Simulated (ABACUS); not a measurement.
Crystal: Sn.

```
Sn
1.0
    -1.72654    1.77555    2.33834
     1.72654   -1.77555    2.33834
     1.72654    1.77555   -2.33834
Sn
1
Direct
  0.00000 0.00000 0.00000
```

This isn't the form of Sn at room conditions, which is tetragonal (white tin).

* Program: ABACUS 3.10.1
* Task: single point
* Functional: PBE
* Potentials or basis: PseudoDojo NC SR 0.4.1 PBE standard
* Cutoff: 1361 eV
* Density cutoff: 5442 eV
* Basis: DZP LCAO (the cutoffs set its grid)
* k mesh: 11 × 11 × 11
* Occupations: fermi-dirac, width 0.05 eV
* Spin: no spin polarisation

On this cell: pressure 0.3 GPa; band gap on the k mesh none (metal or under the smearing width).

The same run follows on a disturbed copy (cell strained at random at fixed volume):

```
Sn
1.0
    -1.66577    1.76563    2.29581
     1.74442   -1.79906    2.37926
     1.68238    1.81521   -2.32119
Sn
1
Direct
  0.99505 0.98835 0.99670
```

Task: What changes?

Result: The energy (extrapolated to zero smearing) moves by +5.4 meV/atom; pressure 0.3 GPa; band gap on the k mesh none (metal or under the smearing width).

Stress tensor (GPa, compression positive):
```
 1.33  0.01 -0.63
 0.01 -0.67  0.19
-0.63  0.19  0.33
```

Caveats: the atomic orbitals were generated for these runs and aren't a published set; the basis of atomic orbitals isn't converged, which shifts pressures, moduli and gaps.
